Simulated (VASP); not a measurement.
# Sn (Fd-3m) in VASP: a series of runs

One crystal, Sn, is run at these levels: PBE, HSE06; tasks: band structure.

All numbers are computed with VASP 6.6.1; they aren't measurements. Logs are shortened: lines on timing, memory, paths and dates and some standing lists are left out, and cuts for length are marked.

## 1. The crystal as given

The structure is cubic, space group Fd-3m (No. 227). The conventional cell has a = 6.537 Å, b = 6.537 Å, c = 6.537 Å, α = 90.00°, β = 90.00°, γ = 90.00°. Sn (site symmetry -43m) has 4 Sn at 2.83 Å as nearest neighbours.

This isn't the form of Sn at room conditions, which is tetragonal (white tin).

## 2. Band structure, PBE

Input file INCAR:

```
SYSTEM = Sn
PREC = Accurate
ENCUT = 520
EDIFF = 1E-7
ISMEAR = 0
SIGMA = 0.03
LREAL = .False.
LASPH = .True.
NELM = 80
ALGO = Fast
ISIF = 2
LWAVE = .False.
LCHARG = .False.
GGA = PE
KPAR = 8
```

Input file KPOINTS:

```
regular mesh
0
Gamma
  6 6 6
  0 0 0
```

Input file POSCAR:

```
Sn                                      
1.0
    0.0000000000      3.2685833785      3.2685833785
    3.2685833785      0.0000000000      3.2685833785
    3.2685833785      3.2685833785      0.0000000000
  Sn            
     2
Direct
     0.0000000000000000    0.0000000000000000    0.0000000000000000
     0.2500000000000000    0.2500000000000000    0.2500000000000000
```

Input file KPOINTS_OPT:

```
explicit points
6
Reciprocal
 0.0000000000  0.0000000000  0.0000000000 1
 0.3750000000  0.3750000000  0.7500000000 1
 0.5000000000  0.5000000000  0.5000000000 1
 0.6250000000  0.2500000000  0.6250000000 1
 0.5000000000  0.2500000000  0.7500000000 1
 0.5000000000  0.0000000000  0.5000000000 1
```

Potentials or basis: VASP PAW PBE potentials, release 64 (Sn_d).

Started as:

```console
$ cat potpaw_PBE.64/Sn_d/POTCAR > POTCAR
$ mpirun -np 8 vasp_std > vasp.out
```

OUTCAR:

```text
SYSTEM = Sn
   PREC = Accurate
   ENCUT = 520
   EDIFF = 1E-7
   ISMEAR = 0
   LREAL = .False.
   LASPH = .True.
   NELM = 80
   ISIF = 2
   GGA = PE

 ion  position               nearest neighbor table
   1  0.000  0.000  0.000-   2 2.83   2 2.83   2 2.83   2 2.83
   2  0.250  0.250  0.250-   1 2.83   1 2.83   1 2.83   1 2.83

  LATTYP: Found a face centered cubic cell.
 ALAT       =     6.5371667570

  Lattice vectors:

 A1 = (   0.0000000000,   3.2685833785,   3.2685833785)
 A2 = (   3.2685833785,   0.0000000000,   3.2685833785)
 A3 = (   3.2685833785,   3.2685833785,   0.0000000000)

Analysis of symmetry for initial positions (statically):
=====================================================================
 Subroutine PRICEL returns:
 Original cell was already a primitive cell.

 Routine SETGRP: Setting up the symmetry group for a
 face centered cubic supercell.

 Subroutine GETGRP returns: Found 48 space group operations
 (whereof 24 operations were pure point group operations)
 out of a pool of 48 trial point group operations.

The static configuration has the point symmetry T_d .
 The point group associated with its full space group is O_h .

Analysis of symmetry for dynamics (positions and initial velocities):
=====================================================================
 Subroutine PRICEL returns:
 Original cell was already a primitive cell.

 Routine SETGRP: Setting up the symmetry group for a
 face centered cubic supercell.

 Subroutine GETGRP returns: Found 48 space group operations
 (whereof 24 operations were pure point group operations)
 out of a pool of 48 trial point group operations.

The dynamic configuration has the point symmetry T_d .
 The point group associated with its full space group is O_h .

 Subroutine INISYM returns: Found 48 space group operations
 (whereof 24 operations are pure point group operations),
 and found     1 'primitive' translations

----------------------------------------------------------------------------------------

                                     Primitive cell

  volume of cell :      69.8407

  direct lattice vectors                    reciprocal lattice vectors
     0.000000000  3.268583378  3.268583378    -0.152971469  0.152971469  0.152971469
     3.268583378  0.000000000  3.268583378     0.152971469 -0.152971469  0.152971469
     3.268583378  3.268583378  0.000000000     0.152971469  0.152971469 -0.152971469

  length of vectors
     4.622474944  4.622474944  4.622474944     0.264954356  0.264954356  0.264954356

  position of ions in fractional coordinates (direct lattice)
     0.000000000  0.000000000  0.000000000
     0.250000000  0.250000000  0.250000000

  ion indices of the primitive-cell ions
   primitive index   ion index
                 1           1
                 2           2

----------------------------------------------------------------------------------------

 KPOINTS: regular mesh

Automatic generation of k-mesh.
 Grid dimensions read from file:
 generate k-points for:    6    6    6

 Generating k-lattice:

  Cartesian coordinates                     Fractional coordinates (reciprocal lattice)
    -0.025495245  0.025495245  0.025495245     0.166666667  0.000000000  0.000000000
     0.025495245 -0.025495245  0.025495245     0.000000000  0.166666667  0.000000000
     0.025495245  0.025495245 -0.025495245     0.000000000  0.000000000  0.166666667

  Length of vectors
     0.044159059  0.044159059  0.044159059

  Shift w.r.t. Gamma in fractional coordinates (k-lattice)
     0.000000000  0.000000000  0.000000000

 Subroutine IBZKPT returns following result:
 ===========================================

 Found     16 irreducible k-points:

 Following reciprocal coordinates:
            Coordinates               Weight
  0.000000  0.000000  0.000000      1.000000
  0.166667  0.000000  0.000000      8.000000
  0.333333  0.000000  0.000000      8.000000
  0.500000  0.000000  0.000000      4.000000
  0.166667  0.166667  0.000000      6.000000
  0.333333  0.166667  0.000000     24.000000
[... 8 lines left out ...]
 -0.333333  0.333333  0.166667     24.000000
 -0.333333  0.500000  0.166667     12.000000
   k-points           NKPTS =     16   k-points in BZ     NKDIM =     16   number of bands    NBANDS=     18
   number of dos      NEDOS =    301   number of ions     NIONS =      2
   total plane-waves  NPLWV =  46656
   dimension x,y,z NGX =    36 NGY =   36 NGZ =   36
   dimension x,y,z NGXF=    72 NGYF=   72 NGZF=   72
   ions per type =               2
   NGX,Y,Z   is equivalent  to a cutoff of  12.95, 12.95, 12.95 a.u.
   NGXF,Y,Z  is equivalent  to a cutoff of  25.89, 25.89, 25.89 a.u.
 SYSTEM =  Sn
   PREC   = accura    normal or accurate (medium, high low for compatibility)
   ISTART =      0    job   : 0-new  1-cont  2-samecut
   ICHARG =      2    charge: 1-file 2-atom 10-const
   ISPIN  =      1    spin polarized calculation?
   LNONCOLLINEAR =      F non collinear calculations
   LSORBIT =      F    spin-orbit coupling
   LASPH  =      T    aspherical Exc in radial PAW
   ENCUT  =  520.0 eV  38.22 Ry    6.18 a.u.   8.59  8.59  8.59*2*pi/ulx,y,z
   NELM   =     80;   NELMIN=  2; NELMDL= -5     # of ELM steps
   EDIFF  = 0.1E-06   stopping-criterion for ELM
   LREAL  =      F    real-space projection
   EDIFFG = 0.1E-05   stopping-criterion for IOM
   NSW    =      0    number of steps for IOM
   IBRION =     -1    ionic relax: 0-MD 1-quasi-New 2-CG
   NFREE  =      0    steps in history (QN), initial steepest desc. (CG)
   ISIF   =      2    stress and relaxation
   ISYM   =      2    0-nonsym 1-usesym 2-fastsym
   POTIM  = 0.5000    time-step for ionic-motion
   TEBEG  =    0.0;   TEEND  =   0.0 temperature during run
   PSTRESS=    0.0 pullay stress
   NELECT =      28.0000    total number of electrons
   NUPDOWN=      -1.0000    fix difference up-down
   EMIN   =  10.00;   EMAX   =-10.00  energy-range for DOS
   EFERMI =   0.00;   METHOD = LEGACY
   ISMEAR =     0;   SIGMA  =   0.03  broadening in eV -4-tet -1-fermi 0-gaus
   EFERMI_NEDOS =   21; number of points for ismear=-14 and -15
   IALGO  =     68    algorithm
   IMIX   =      4    mixing-type and parameters
     AMIX     =   0.40;   BMIX     =  1.00
     AMIX_MAG =   1.60;   BMIX_MAG =  1.00
  volume/ion in A,a.u.               =      34.92       235.65
  Fermi-wavevector in a.u.,A,eV,Ry     =   1.207141  2.281165 19.826260  1.457189
  Thomas-Fermi vector in A             =   2.342787
   LORBIT       =      0    0 simple, 1 ext, 2 COOP (PROOUT), +10 PAW based schemes
   GGA     = PE    functional components
   LHFCALC =     F    Hartree Fock is set to
   AEXX    =    0.0000 exact exchange contribution
   IVDW    =     0    specifies the selected vdW correction
   LEPSILON=     F    determine dielectric tensor
   LRPA    =     F    only Hartree local field effects (RPA)
 non-spin polarized calculation
 RMM-DIIS sequential band-by-band and
 Gauss-broadening in eV      SIGMA  =   0.03
  energy-cutoff  :      520.00
  volume of cell :       69.84
 maximum number of plane-waves:      1895
 NGX is ok and might be reduce to    36
   NGX = 17   NGY = 17   NGZ = 17

 number of electron      27.9999987 magnetization

 Free energy of the ion-electron system (eV)
  ---------------------------------------------------
  ext. energy  EPLUGINS =         0.00000000
  ---------------------------------------------------
  free energy    TOTEN  =        -7.63425347 eV

  energy without entropy =       -7.63394003  energy(sigma->0) =       -7.63409675

 E-fermi :   5.3692     XC(G=0):  -8.7742

 val. band max:        5.0749768088   @ k =   0.1667   0.0000   0.0000
 cond. band min:       5.3692057977   @ k =   0.5000   0.0000   0.0000
 fundamental gap:      0.2942289889
 Fermi energy:         5.3692057977

 k-point     1 :       0.0000    0.0000    0.0000
  band No.  band energies     occupation
      1     -16.2208      2.00000
      2     -16.2208      2.00000
      3     -16.2208      2.00000
      4     -16.1643      2.00000
      5     -16.1643      2.00000
      6     -15.8727      2.00000
[... 10 lines left out ...]
     17       7.5737      0.00000
     18       7.5737      0.00000

 k-point     2 :       0.1667    0.0000    0.0000
  band No.  band energies     occupation
      1     -16.2360      2.00000
      2     -16.2360      2.00000
      3     -16.2146      2.00000
      4     -16.1422      2.00000
      5     -16.1422      2.00000
      6     -15.9021      2.00000
[... 10 lines left out ...]
     17       8.1248      0.00000
     18       8.7138      0.00000

 k-point     3 :       0.3333    0.0000    0.0000
  band No.  band energies     occupation
      1     -16.2508      2.00000
      2     -16.2508      2.00000
      3     -16.2018      2.00000
      4     -16.1157      2.00000
      5     -16.1157      2.00000
      6     -15.9244      2.00000
[... 10 lines left out ...]
     17       8.6143      0.00000
     18      10.9966      0.00000

 k-point     4 :       0.5000    0.0000    0.0000
  band No.  band energies     occupation
      1     -16.2550      2.00000
      2     -16.2550      2.00000
      3     -16.1951      2.00000
      4     -16.1073      2.00000
      5     -16.1073      2.00000
      6     -15.9305      2.00000
[... 10 lines left out ...]
     17       8.6405      0.00000
     18      11.0827      0.00000

 k-point     5 :       0.1667    0.1667    0.0000
  band No.  band energies     occupation
      1     -16.2344      2.00000
      2     -16.2344      2.00000
      3     -16.2287      2.00000
      4     -16.1439      2.00000
      5     -16.1168      2.00000
      6     -15.9455      2.00000
[... 10 lines left out ...]
     17       9.0394      0.00000
     18       9.0394      0.00000

 k-point     6 :       0.3333    0.1667    0.0000
  band No.  band energies     occupation
      1     -16.2604      2.00000
      2     -16.2491      2.00000
      3     -16.2031      2.00000
      4     -16.1165      2.00000
      5     -16.0824      2.00000
      6     -15.9807      2.00000
[... 10 lines left out ...]
     17       9.5934      0.00000
     18       9.7612      0.00000

 k-point     7 :       0.5000    0.1667    0.0000
  band No.  band energies     occupation
      1     -16.2764      2.00000
      2     -16.2599      2.00000
      3     -16.1709      2.00000
      4     -16.0905      2.00000
      5     -16.0796      2.00000
      6     -15.9763      2.00000
[... 10 lines left out ...]
     17       9.5701      0.00000
     18      10.6371      0.00000

 k-point     8 :      -0.3333    0.1667    0.0000
  band No.  band energies     occupation
      1     -16.2723      2.00000
      2     -16.2629      2.00000
      3     -16.1672      2.00000
      4     -16.1056      2.00000
      5     -16.0812      2.00000
      6     -15.9599      2.00000
[... 10 lines left out ...]
     17       9.1140      0.00000
     18      10.7983      0.00000
[... 61 lines left out ...]
     17      11.0342      0.00000
     18      11.5751      0.00000

 k-point    12 :      -0.3333    0.3333    0.0000
  band No.  band energies     occupation
      1     -16.2911      2.00000
      2     -16.2694      2.00000
      3     -16.1410      2.00000
      4     -16.0475      2.00000
      5     -16.0403      2.00000
      6     -16.0197      2.00000
[... 10 lines left out ...]
     17      10.4453      0.00000
     18      10.6170      0.00000

 k-point    13 :       0.5000    0.5000    0.0000
  band No.  band energies     occupation
      1     -16.2694      2.00000
      2     -16.2694      2.00000
      3     -16.1411      2.00000
      4     -16.1411      2.00000
      5     -16.0134      2.00000
      6     -16.0134      2.00000
[... 10 lines left out ...]
     17      13.0048      0.00000
     18      13.0049      0.00000

 k-point    14 :       0.5000    0.3333    0.1667
  band No.  band energies     occupation
      1     -16.2750      2.00000
      2     -16.2696      2.00000
      3     -16.1641      2.00000
      4     -16.0887      2.00000
      5     -16.0448      2.00000
      6     -16.0182      2.00000
[... 10 lines left out ...]
     17       9.1651      0.00000
     18      11.1156      0.00000

 k-point    15 :      -0.3333    0.3333    0.1667
  band No.  band energies     occupation
      1     -16.2879      2.00000
      2     -16.2742      2.00000
      3     -16.1333      2.00000
      4     -16.0637      2.00000
      5     -16.0358      2.00000
      6     -16.0229      2.00000
[... 10 lines left out ...]
     17      10.2447      0.00000
     18      10.3650      0.00000

 k-point    16 :      -0.3333    0.5000    0.1667
  band No.  band energies     occupation
      1     -16.2821      2.00000
      2     -16.2821      2.00000
      3     -16.1037      2.00000
      4     -16.1037      2.00000
      5     -16.0172      2.00000
      6     -16.0172      2.00000
[... 10 lines left out ...]
     17      10.7166      0.00000
     18      10.7166      0.00000

------------------------ aborting loop because EDIFF is reached ----------------------------------------

  FORCE on cell =-STRESS in cart. coord.  units (eV):
  Direction    XX          YY          ZZ          XY          YZ          ZX
  --------------------------------------------------------------------------------------
  -------------------------------------------------------------------------------------
  Total        0.9542463      0.9542463      0.9542463      0.0000000      0.0000000     -0.0000000
  in kB       21.8908373     21.8908373     21.8908373      0.0000000      0.0000000     -0.0000000
  external PRESSURE =      21.8908373 kB  Pullay stress =       0.0000000 kB

 VOLUME and BASIS-vectors are now :
 -----------------------------------------------------------------------------
  energy-cutoff  :      520.00
  volume of cell :       69.84
      direct lattice vectors                 reciprocal lattice vectors
     0.000000000  3.268583378  3.268583378    -0.152971469  0.152971469  0.152971469
     3.268583378  0.000000000  3.268583378     0.152971469 -0.152971469  0.152971469
     3.268583378  3.268583378  0.000000000     0.152971469  0.152971469 -0.152971469

 POSITION                                       TOTAL-FORCE (eV/Angst)
 -----------------------------------------------------------------------------------
      0.00000      0.00000      0.00000         0.000000      0.000000      0.000000
      1.63429      1.63429      1.63429        -0.000000     -0.000000     -0.000000
 -----------------------------------------------------------------------------------
    total drift:                                0.000000      0.000000      0.000000

  FREE ENERGIE OF THE ION-ELECTRON SYSTEM (eV)
  ---------------------------------------------------
  free  energy   TOTEN  =        -7.6342534652 eV

  energy  without entropy=       -7.6339400265  energy(sigma->0) =       -7.63409675
```

Wall time 5.7 s (8 MPI ranks of Intel Xeon Platinum 8488C (Sapphire Rapids), shared host); peak memory 0.22 GiB.

Results:

```
Free energy             : -7.6343 eV
Pressure                : 2.2 GPa
Band gap along the path : none (metal or under the smearing width)
```

Levels at points of the mesh, in eV from the Fermi level:
```tsv
k point	band 12	band 13	band 14	band 15	band 16	band 17
(0.00, 0.00, 0.00)	-0.74	0.14	0.14	0.14	2.20	2.20
(0.50, 0.00, 0.00)	-6.16	-1.04	-1.04	0.00	3.27	3.27
(0.50, 0.50, 0.00)	-7.39	-2.34	-2.34	0.90	0.90	7.64
```

Caveat: spin-orbit coupling is left out, which moves the levels of the heavy elements.

## 3. Band structure, HSE06

POSCAR is that of step 2.

Input file INCAR.step1:

```
SYSTEM = Sn
PREC = Accurate
ENCUT = 520
EDIFF = 1E-5
ISMEAR = 0
SIGMA = 0.03
LREAL = .False.
LASPH = .True.
NELM = 80
ALGO = Normal
ISIF = 2
LWAVE = .True.
LCHARG = .False.
KPAR = 8
GGA = PE
```

Input file INCAR.step2:

```
SYSTEM = Sn
PREC = Accurate
ENCUT = 520
EDIFF = 1E-7
ISMEAR = 0
SIGMA = 0.03
LREAL = .False.
LASPH = .True.
NELM = 80
ALGO = Normal
ISIF = 2
LWAVE = .False.
LCHARG = .False.
GGA = PE
LHFCALC = .True.
HFSCREEN = 0.2
PRECFOCK = Fast
KPAR = 8
ISTART = 1
```

KPOINTS is that of step 2.

KPOINTS_OPT is that of step 2.

Potentials or basis: VASP PAW PBE potentials, release 64 (Sn_d).

Started as:

```console
$ cat potpaw_PBE.64/Sn_d/POTCAR > POTCAR
$ cp INCAR.step1 INCAR
$ mpirun -np 8 vasp_std > vasp.out
$ cp INCAR.step2 INCAR
$ mpirun -np 8 vasp_std > vasp.out
```

Run time: 9.4 min. Hardware: 8 MPI ranks of Intel Xeon Platinum 8488C (Sapphire Rapids), shared host; peak memory 0.35 GiB.

The run converged. Its results:

| Item | Value |
| --- | --- |
| Free energy | -9.0547 eV |
| Pressure | 0.4 GPa |
| Band gap along the path | none (metal or under the smearing width) |

Levels at points of the mesh, in eV from the Fermi level:
```tsv
k point	band 11	band 12	band 13	band 14	band 15	band 16	band 17	band 18
(0.00, 0.00, 0.00)	-11.65	-0.30	-0.01	-0.01	-0.01	2.60	2.60	2.60
(0.50, 0.00, 0.00)	-9.87	-6.90	-1.29	-1.29	0.33	3.71	3.71	6.22
(0.50, 0.50, 0.00)	-8.25	-8.25	-2.72	-2.72	1.18	1.18	8.53	8.53
```

Caveat: the PAW data sets were made with another functional, which shifts forces and pressure a little; spin-orbit coupling is left out, which moves the levels of the heavy elements.
